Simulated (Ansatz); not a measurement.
**Elastic constants of ZnSe at 35 GPa (stress–strain coefficients): input and output**

Theory: Ansatz 0.2.0, DFT PBE, scalar-relativistic, plane waves, PAW.

Launched with:
```bash
ansatz run input.yaml --threads 1 --pin off --max-ram 3072MiB --backend cpu --events-out ev --progress --plain --runs-dir out
```

Input (bare energies are in eV):
```yaml
crystal:
  lattice:
    - [0.0, 2.5870439553, 2.5870439553]
    - [2.5870439553, 0.0, 2.5870439553]
    - [2.5870439553, 2.5870439553, 0.0]
  atoms:
    - { symbol: Zn, position: [0.0, 0.0, 0.0] }
    - { symbol: Se, position: [0.75, 0.75, 0.75] }
basis:
  ecutwfc: 420
kpoints:
  mp_grid: { grid: [10, 10, 10] }
hamiltonian:
  xc: pbe
scf:
  occupations: { method: fixed }
output:
  forces: true
  stress: true
  eigenvalues: true
  polarization: {}
elastic:
  mode: relaxed_ion
  stencil: two_point
```

From the output:
```
--- Elastic constants: 2 strain directions × 2 members + reference (group order 24) ---
  dense FFT box of the reference and of every strained cell: 25×25×25
  strains applied: 11, 23; error gains: componentwise 1.00 (the most a stress slope's error grows in a printed constant), spectral 1.73 (1 for all six strains in a standard setting)
  C = ∂σ_k/∂η_j (tension-positive GPa; Voigt order 11 22 33 23 13 12):
       200.088    189.363    189.363     -0.000      0.000     -0.000
       189.363    200.088    189.363      0.000     -0.000     -0.000
       189.363    189.363    200.088      0.000      0.000     -0.000
         0.000     -0.000     -0.000     21.304     -0.000      0.000
        -0.000     -0.000     -0.000      0.000     21.304      0.000
        -0.000      0.000     -0.000     -0.000      0.000     21.304
  reference stress σ⁰ (GPa):    -35.000    -35.000    -35.000     -0.000      0.000      0.000
  C* (energy form; C + prestress term) asymmetry max|C*_kj − C*_jk| = 5.684e-14 GPa — a small one proves nothing (zero by symmetry where the batch's group is 432, −43m or m−3m); a large one is finite-difference/SCF noise where every solve ...
  moduli (Voigt/Reuss/Hill, GPa): K = 192.94/192.94/192.94   G = 14.93/9.73/12.33   E = 36.22   ν = 0.469
  mechanically stable: yes (min eigenvalue of sym C = 10.72 GPa)
  e, the proper piezoelectric tensor (elastic.mode: relaxed_ion; C/m²; rows x y z; Voigt order 11 22 33 23 13 12):
       0.00000   -0.00000   -0.00000   -0.50874    0.00000   -0.00000
      -0.00000   -0.00000   -0.00000    0.00000   -0.50874   -0.00000
      -0.00000    0.00000    0.00000   -0.00000   -0.00000   -0.50874
  ±, each entry's uncertainty from the finite density of the strings (C/m²), an estimate: the size of the correction for it that the entry includes:
       0.00000    0.00000    0.00000    0.00288    0.00000    0.00000
       0.00000    0.00000    0.00000    0.00000    0.00288    0.00000
       0.00000    0.00000    0.00000    0.00000    0.00000    0.00288
  the group's symmetry takes up to 1.5e-8 C/m² out of the measured responses: error of the strings' finite density and of the mesh across them, as far as it breaks the symmetry (raise kpoints.mp_grid and any string_points); the largest step ...
  strain η (Voigt 11):  stress-route row diagonal C_11 = 200.09 GPa, energy-path curvature d²(F+E_count+ΔE)/dδ²/Ω₀ = 196.70 GPa
         δ    σ_11 (GPa) F (eV) n_scf n_hpsi n_pw
    -2.000e-3     -35.4016       -8788.4951582       9   41775    692   relax 0 steps, max|allowed force component| 4.16e-17 eV/Å
     2.000e-3     -34.6013       -8788.5254236       9   41475    700   relax 0 steps, max|allowed force component| 1.14e-16 eV/Å
  strain η (Voigt 23):  stress-route row diagonal C_44 = 21.30 GPa, energy-path curvature d²(F+E_count+ΔE)/dδ²/Ω₀ = 35.89 GPa
         δ    σ_23 (GPa) F (eV) n_scf n_hpsi n_pw
    -2.000e-3      -0.0426       -8788.5103643      10   55067    692   relax 3 steps, max|allowed force component| 3.40e-7 eV/Å
     2.000e-3       0.0426       -8788.5103643      10   55067    692   relax 3 steps, max|allowed force component| 3.33e-7 eV/Å
--- Formal polarisation (Berry phase): one branch of a lattice of values; only differences between neighbouring runs are physical ---
  axis mesh electronic ionic p = total spread (rad) least overlap resolved gap  δp at fixed H ≤   (phases in cycles; p mod 2; gap in eV; gap and δp judge the states as solved, not the mesh's step, its ...
  b1    10×10×10        0.50000000    12.00000000    12.50000000      0.210186         0.8762        2.4810           2.9e-6
  b2    10×10×10        0.50000000    12.00000000    12.50000000      0.210186         0.8762        2.4810           2.9e-6
  b3    10×10×10        0.50000000    12.00000000    12.50000000      0.210186         0.8762        2.4810           2.9e-6
  quantum along a1:   0.21130384 e/Å² =   338.546070 µC/cm²
  quantum along a2:   0.21130384 e/Å² =   338.546070 µC/cm²
  quantum along a3:   0.21130384 e/Å² =   338.546070 µC/cm²
  P = (  1.86767970,   1.86767970,   1.86767970) e/Å² = ( 2992.352770,  2992.352770,  2992.352770) µC/cm²  (mod the quanta)
```

Time: 71 s on 1 thread of Intel(R) Xeon(R) 6975P-C (Granite Rapids) (shared host), peak memory 0.64 GiB.

The real crystal has changed phase below this pressure.